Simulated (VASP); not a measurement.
Write the native input for VASP 6.6.1 that does the following.

| Property | Result |
| --- | --- |
| Task | single point |
| Functional | PBE |
| Potentials or basis | VASP PAW PBE potentials, release 64 (I, Mg) |
| Cutoff | 520 eV |
| k mesh | 8 × 8 × 4 |
| Occupations | gaussian, width 0.012 eV |
| Spin | no spin polarisation |
| Further INCAR settings | ALGO = Normal; EDIFF = 1e-06 |

The structure of MgI2 lies in POSCAR:

```
MgI2
1.0
    4.1400000000      0.0000000000      0.0000000000
   -2.0700000000      3.5853451717      0.0000000000
    0.0000000000      0.0000000000      6.8800000000
I Mg
2 1
Direct
    0.6666666667      0.3333333333      0.7500000000
    0.3333333333      0.6666666667      0.2500000000
    0.0000000000      0.0000000000      0.0000000000
```

These files were run (other wordings do the same):

INCAR

```
PREC = Accurate
ENCUT = 520
EDIFF = 1E-6
ISMEAR = 0
SIGMA = 0.012
LREAL = False
LASPH = True
NELM = 100
ALGO = Normal
ISIF = 2
LWAVE = False
LCHARG = True
GGA = PE
LELF = True
LVHAR = True
```

KPOINTS

```
Automatic mesh
0
Gamma
  8 8 4
```

Potentials or basis: VASP PAW PBE potentials, release 64 (I, Mg).

Launch:

```sh
$ cat potpaw_PBE.64/I/POTCAR potpaw_PBE.64/Mg/POTCAR > POTCAR
$ mpirun -np 1 vasp_std > vasp.out
```

It gave:

* Pressure: 0.6 GPa
* Largest force: 0.255 eV/Å
* Band gap on the k mesh: 3.47 eV, indirect (least direct gap 3.63 eV)

Caveat: spin-orbit coupling is left out, which moves the levels of the heavy elements; the cell's inner coordinates are idealised or old, which leaves forces on the atoms; this functional lacks dispersion, which binds the layers, so the pressure and a relaxed spacing across them are unreliable.

It took 22 s on 1 thread of Intel(R) Xeon(R) Platinum 8559C (Emerald Rapids), on a shared host, peak memory 0.24 GiB.
